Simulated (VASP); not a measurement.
# NbSi₂: molecular dynamics with a thermostat

NbSi₂, P6_422 (no. 181), 9 atoms in the cell. PBE, molecular dynamics; PAW potentials Nb_pv, Si (PBE set).

Ensemble: Nose-Hoover; Target temperature (K): 600.

## Input

INCAR:
```
GGA = PE
PREC = Normal
ENCUT = 250
EDIFF = 1E-6
NELMIN = 4
NELM = 60
ALGO = Fast
LREAL = Auto
LASPH = True
ISMEAR = -1
SIGMA = 0.05
ISYM = 0
LWAVE = False
LCHARG = False
IBRION = 0
NSW = 60
POTIM = 2.0
TEBEG = 600
ISIF = 2
RANDOM_SEED = 881270 0 0
MDALGO = 2
SMASS = 0
KPAR = 2
```

KPOINTS:
```
k-points
0
Gamma
  3 3 2
```

POSCAR:
```
NbSi2
1.0
    4.7940000000      0.0000000000      0.0000000000
   -2.3970000000      4.1517257857      0.0000000000
    0.0000000000      0.0000000000      6.5890000000
Nb Si
3 6
Direct
    0.0000000000      0.5000000000      0.3333333333
    0.5000000000      0.5000000000      0.6666666667
    0.5000000000      0.0000000000      0.0000000000
    0.3340000000      0.1670000000      0.3333333333
    0.1670000000      0.8330000000      0.6666666667
    0.8330000000      0.6660000000      0.0000000000
    0.6660000000      0.8330000000      0.3333333333
    0.8330000000      0.1670000000      0.6666666667
    0.1670000000      0.3340000000      0.0000000000
```

Commands:
```
cat potpaw_PBE.64/Nb_pv/POTCAR potpaw_PBE.64/Si/POTCAR > POTCAR
mpirun -np 2 vasp_std > vasp.out
```

## Result

- Mean temperature (K): 620
- Rise of the mean potential energy above the start (meV/atom): 61.3
- Electronic steps per ionic step after the first: 5.4

Course of the run:

| Time (fs) | Temperature (K) | Potential energy less the first (meV/atom) |
|---|---|---|
| 2 | 603 | 0.0 |
| 12 | 489 | 13.0 |
| 20 | 288 | 39.5 |
| 30 | 254 | 53.8 |
| 38 | 529 | 46.0 |
| 48 | 944 | 59.9 |
| 56 | 879 | 106.1 |
| 66 | 819 | 131.0 |
| 74 | 1040 | 101.8 |
| 84 | 790 | 86.2 |
| 92 | 516 | 82.3 |
| 102 | 485 | 55.2 |
| 110 | 504 | 32.6 |
| 120 | 470 | 16.5 |

REPORT:
```
MDALGO =   2
               SCALING =       0
                 CNEXP =     9.000   14.000
           RANDOM_SEED =            881270                0                0

   original number of atomic DOF:         24
   number of independent constraints:      0
   number of active DOF:                  24

========================================
         MD step No.       1
========================================

  Atomic velocities initialized by STEP_tb

  >Energies
                    E_tot             E_pot             E_kin               EPS                ES
   e_b>   -0.66841759E+02   -0.67465492E+02    0.62373228E+00    0.00000000E+00    0.00000000E+00

  >Temperature
               T_sim     T_inst
   tmprt>    600.000    603.172

  >Thermostat:
           s(n+1) sdot(n+1)      s(n)   sdot(n)        Qs
   s_b>   0.00007   0.00013   0.00000   0.00000   0.16891

           RANDOM_SEED =            881270               54                0

[... steps left out ...]

========================================
         MD step No.      60
========================================

  >Energies
                    E_tot             E_pot             E_kin               EPS                ES
   e_b>   -0.66845305E+02   -0.67317308E+02    0.48586382E+00    0.44201819E-01   -0.58062289E-01

  >Temperature
               T_sim     T_inst
   tmprt>    600.000    469.848

  >Thermostat:
           s(n+1) sdot(n+1)      s(n)   sdot(n)        Qs
   s_b>  -0.01854   0.02685  -0.04679   0.02965   0.16891

           RANDOM_SEED =            881270               54                0
```

OSZICAR:
```
N       E                     dE             d eps       ncg     rms          rms(c)
DAV:   1     0.313445240364E+03    0.31345E+03   -0.17793E+04   728   0.944E+02
DAV:   2    -0.516974980844E+02   -0.36514E+03   -0.35872E+03   924   0.409E+02
DAV:   3    -0.695237354462E+02   -0.17826E+02   -0.17638E+02   976   0.852E+01
DAV:   4    -0.700426407766E+02   -0.51891E+00   -0.51035E+00   984   0.162E+01
DAV:   5    -0.700627160976E+02   -0.20075E-01   -0.19925E-01  1048   0.301E+00    0.463E+01
RMM:   6    -0.675608177335E+02    0.25019E+01   -0.11735E+01   831   0.186E+01    0.164E+01
RMM:   7    -0.675673450759E+02   -0.65273E-02   -0.31521E+00   942   0.725E+00    0.731E+00
RMM:   8    -0.674565329091E+02    0.11081E+00   -0.28992E-01   747   0.352E+00    0.367E+00
RMM:   9    -0.674649881696E+02   -0.84553E-02   -0.77975E-02   817   0.174E+00    0.453E-01
RMM:  10    -0.674651092235E+02   -0.12105E-03   -0.21773E-02   921   0.725E-01    0.595E-01
RMM:  11    -0.674654557270E+02   -0.34650E-03   -0.58504E-03   983   0.313E-01    0.435E-01
RMM:  12    -0.674655538959E+02   -0.98169E-04   -0.65909E-03   860   0.411E-01    0.143E-01
[... left out ...]
     59 T=   482. E= -.66845343E+02 F= -.67299693E+02 E0= -.67282813E+02  EK= 0.49875E+00 SP= -.96E-01 SK= 0.52E-01
[... last step whole ...]
       N       E                     dE             d eps       ncg     rms          rms(c)
DAV:   1    -0.673172393092E+02   -0.17547E-01   -0.15372E-02  1228   0.158E+00    0.175E-02
RMM:   2    -0.673172911870E+02   -0.51878E-04   -0.56086E-04   849   0.141E-01    0.447E-03
RMM:   3    -0.673173052908E+02   -0.14104E-04   -0.14132E-04   885   0.480E-02    0.339E-03
RMM:   4    -0.673173076229E+02   -0.23322E-05   -0.22495E-05   681   0.217E-02    0.217E-03
RMM:   5    -0.673173079958E+02   -0.37282E-06   -0.42182E-06   453   0.114E-02
     60 T=   470. E= -.66845305E+02 F= -.67317308E+02 E0= -.67301063E+02  EK= 0.48586E+00 SP= -.58E-01 SK= 0.44E-01
```

Limits: 120 fs of 9 atoms are too short for converged averages; the cell is only 4.2 Å across, so each atom moves in step with near copies of itself.

VASP 6.6.1 took 279 s on 2 cores (Intel Xeon Platinum 8259CL @ 2.50GHz (Skylake/Cascade Lake)), a shared host.
